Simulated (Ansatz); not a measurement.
**TiAl under changes of volume**

One of the cells (16.065 Å³/atom); the others are scaled copies at fixed shape and fractional positions:

```
Ti Al
1.0
     3.17906    0.00000    0.00000
     0.00000    3.17906    0.00000
     0.00000    0.00000    3.17906
Ti Al
1 1
Cartesian
  0.0000 0.0000 0.0000
  1.5895 1.5895 1.5895
```

The cell comes from a database or a generator and needn't be the stable form of this composition.

- Program: Ansatz 0.2.0
- Functional: PBEsol
- Potentials or basis: Ansatz PAW
- Cutoff: 420 eV (not typed: the program's choice for these potentials)
- k mesh: 8 × 8 × 8
- Occupations: fermi-dirac, width 0.05 eV
- Spin: no spin polarisation

```csv
volume (Å³/atom),energy over the lowest point (meV/atom),pressure (GPa)
15.101,9.66,5.3
15.422,2.16,2.4
15.743,0.00,-0.1
16.065,?,?
16.386,9.74,-4.5
16.707,20.75,-6.3
17.028,35.31,-8.0
```

Question: What does the run at 16.065 Å³/atom give?

Answer: Energy over the lowest point 2.68 meV/atom; pressure -2.4 GPa.

Worked out: A Birch-Murnaghan fit of order 3 (a polynomial in V^(-2/3)) to the other rows has its minimum at 15.72 Å³/atom with B0 = V·E''(V) = 119 GPa and B' = 4.0. It gives 2.69 meV/atom at 16.065 Å³/atom, against the run's 2.68, and -dE/dV = -2.5 GPa, against -2.4.

Energies are extrapolated to zero smearing.

Caveats: the PAW data sets come from PBE, with cores solved anew for the run's functional, which leaves a small shift of forces and pressure.
